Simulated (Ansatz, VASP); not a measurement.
## HfSi in VASP and in Ansatz

File INCAR:

```
SYSTEM = HfSi
ALGO     = Fast           ! electronic algorithm
EDIFF    = 1E-6           ! SCF threshold, eV
ENCUT    = 520            ! plane-wave cutoff, eV
GGA      = PS             ! functional
ISIF     = 2              ! what is computed and relaxed
ISMEAR   = 0              ! smearing method
LASPH    = .True.         ! aspherical terms in the spheres
LCHARG   = .False.        ! write CHGCAR
LREAL    = .False.        ! projectors in reciprocal space
LWAVE    = .False.        ! write WAVECAR
NBANDS   = 14             ! bands
NELM     = 100            ! most SCF steps
PREC     = Accurate       ! precision mode
SIGMA    = 0.05           ! smearing width, eV
```

Contents of KPOINTS:

```
k-points
0
Gamma
  6 6 6
  0 0 0
```

File POSCAR:

```
HfSi
1.0
    0.0000000000      2.6499920603      2.6499920603
    2.6499920603      0.0000000000      2.6499920603
    2.6499920603      2.6499920603      0.0000000000
Hf Si
1 1
Direct
    0.0000000000      0.0000000000      0.0000000000
    0.5000000000      0.5000000000      0.5000000000
```

Input for Ansatz:

```yaml
crystal:
  lattice:
    - [0.0, 2.6499920603, 2.6499920603]
    - [2.6499920603, 0.0, 2.6499920603]
    - [2.6499920603, 2.6499920603, 0.0]
  atoms:
    - { symbol: Hf, position: [0.0, 0.0, 0.0] }
    - { symbol: Si, position: [0.5, 0.5, 0.5] }
basis:
  ecutwfc: 420
kpoints:
  mp_grid: { grid: [6, 6, 6] }
hamiltonian:
  xc: pbesol
scf:
  occupations: { method: gaussian, width: 0.05 }
output:
  forces: true
  stress: true
  eigenvalues: true
```

The cell comes from a database or a generator and needn't be the stable form of this composition.

Alike in both runs: task single point; functional PBEsol; k mesh 6 × 6 × 6; occupations gaussian, width 0.05 eV; no spin polarisation.

|  | VASP | Ansatz |
| --- | --- | --- |
| version | VASP 6.6.1 | Ansatz 0.2.0 |
| potentials or method | VASP PAW PBE potentials, release 64 (Hf_pv, Si) | scalar-relativistic, plane waves, PAW |
| plane-wave cutoff (eV) | 520 | 420 |
| valence electrons in the cell | 14 | 30 |

|  | VASP | Ansatz | Ansatz less VASP |
| --- | --- | --- | --- |
| gap on the k mesh at the Fermi level (eV) | none | none | - |
| pressure (GPa) | -0.4 | -0.5 | -0.17 |

A gap of «none» marks a metal or a gap that the smearing closes. The functional is the same, so the differences come from potentials, cutoffs and numerics. The two sets of potentials don't hold the same shells in valence.

Caveats: the PAW data sets were made with another functional, which shifts forces and pressure a little (VASP). Spin-orbit coupling is left out, which matters for the levels of Hf.
